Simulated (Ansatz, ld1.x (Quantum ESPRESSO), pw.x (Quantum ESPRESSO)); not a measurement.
# Be (Z = 4): does the TM potential hold in the solid?

- Element: beryllium
- Generator: ld1.x (Quantum ESPRESSO) 7.5
- Type: norm-conserving Troullier–Martins (Kleinman–Bylander form)
- Functional: PBE
- Relativity: scalar-relativistic
- Frozen core: [He]
- Valence charge: 2
- Reference configuration: 2s2 2p0
- Partial waves: 2s (bound): rc 1.70 bohr; 2p (bound, empty): rc 3.95 bohr; 3d channel at 0.25 Ry: rc 3.80 bohr
- Local potential: the d channel
- Core correction: a·sin(br)/r model core inside 1.65 bohr

Atomic tests: cutoffs needed: 10 Ry and 25 Ry (the cutoffs (Ry, on a coarse ladder) from which the occupation-weighted sum of valence levels, in a spherical-Bessel basis at the reference potential, stays within 10 and 1 mRy of its value at 400 Ry); ghost test: no extra level below or beside the all-electron valence levels (s, p, d, f tested) (spherical-Bessel basis up to 400 Ry, 20 bohr box); largest excitation error: -147 meV (all-electron minus pseudo) for 2s0 2p1, out of 5 test configurations.

Crystal test: bcc Be in pw.x 7.5, no spin, 18³ k-points, Fermi–Dirac smearing 0.01 Ry, cutoffs 50/200 Ry. The reference is all-electron LAPW (Ansatz 0.2.0) with the same functional, mesh and smearing; V0 and B0 come from Birch–Murnaghan fits to the pressures at five volumes. Errors are pseudo minus all-electron; Δ is the rms difference of the E(V) curves that follow from these fits, minima aligned, over ±6 % about the mean V0. Mesh and smearing are coarse, so the numbers serve the comparison and aren't converged zero-temperature values; the lattice is a test structure that the element need not adopt.

All-electron: a0 = 2.501 Å (V0 = 7.82 Å³/atom), B0 = 122.0 GPa.

**Question.** How far does the potential miss the all-electron equation of state?

**Answer.** mean pressure error (GPa): -37.83. The pressure does not cross zero within the volumes sampled, so no fit is given. The largest radius (3.95 bohr) exceeds half the bond length (2.05 bohr), so the spheres overlap, which is one possible source of error among others. This is a poor potential for the solid. The pseudo pressure rises with volume over the whole range, a mechanical instability.

| V (Å³/atom) | P all-electron (GPa) | P pseudo (GPa) |
| --- | --- | --- |
| 7.430 | 6.89 | -37.95 |
| 7.625 | 3.27 | -37.72 |
| 7.821 | 0.04 | -37.46 |
| 8.017 | -2.85 | -37.20 |
| 8.212 | -5.43 | -36.92 |

**Question.** At the middle volume, how do free energy and pressure move when the wave cutoff is lowered (ecutrho kept at four times it)?

**Answer.**

```
cutoff (Ry)  shift of F (meV/atom)  shift of P (GPa)
         22                   +5.7             +0.02
         30                   +2.9             -0.15
         40                   +0.4             -0.06
```

The run at the middle volume (195 k-points, 7 iterations) took about 2.2 s on one core of a shared host (AMD EPYC 9R45, 192 threads, 1484 GiB, load 14).
